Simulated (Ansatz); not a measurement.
## Ag: clamped-ion strain scan

Method: DFT PBE, scalar-relativistic, plane waves, PAW in Ansatz. Cutoff 420 eV, Γ-centred 24×24×24 k-points, Gaussian smearing of 0.15 eV. No spin polarisation. Energies are free energies at this smearing, counted from the undisturbed cell; pressure is positive in compression.

Zero of the scan (relaxed at this level):

```yaml
crystal:
  lattice:
    - [0.00000, 2.07360, 2.07360]
    - [2.07360, 0.00000, 2.07360]
    - [2.07360, 2.07360, 0.00000]
  atoms:
    - { symbol: Ag, position: [0.00000, 0.00000, 0.00000] }
```

The cell is strained by ε times the Voigt pattern (1, -1, 0, 0, 0, 0) (xx, yy, zz, yz, xz, xy; engineering shear) with fractional coordinates fixed. The cell is metallic on the mesh throughout.

```tsv
ε	ΔE (meV/atom)	stress summed along the pattern (GPa, tension positive)	pressure (GPa)
-0.0200	1.6	?	?
-0.0100	0.4	-0.73	0.0
0.0000	0.0	0.00	0.0
0.0025	0.0	0.18	0.0
0.0050	0.1	0.37	0.0
0.0075	0.2	0.55	0.0
0.0125	?	0.91	0.0
0.0150	0.9	1.08	0.1
0.0175	1.2	1.26	0.1
```

By symmetry 0.0200 repeats -0.0200, -0.0150 repeats 0.0150, 0.0100 repeats -0.0100, -0.0050 repeats 0.0050 in energy; the slope of the energy along the path changes sign there.

Task: Give the withheld values.

Result: stress summed along the pattern (GPa, tension positive) at ε = -0.0200: -1.43; pressure (GPa) at ε = -0.0200: 0.1; ΔE (meV/atom) at ε = 0.0125: 0.6.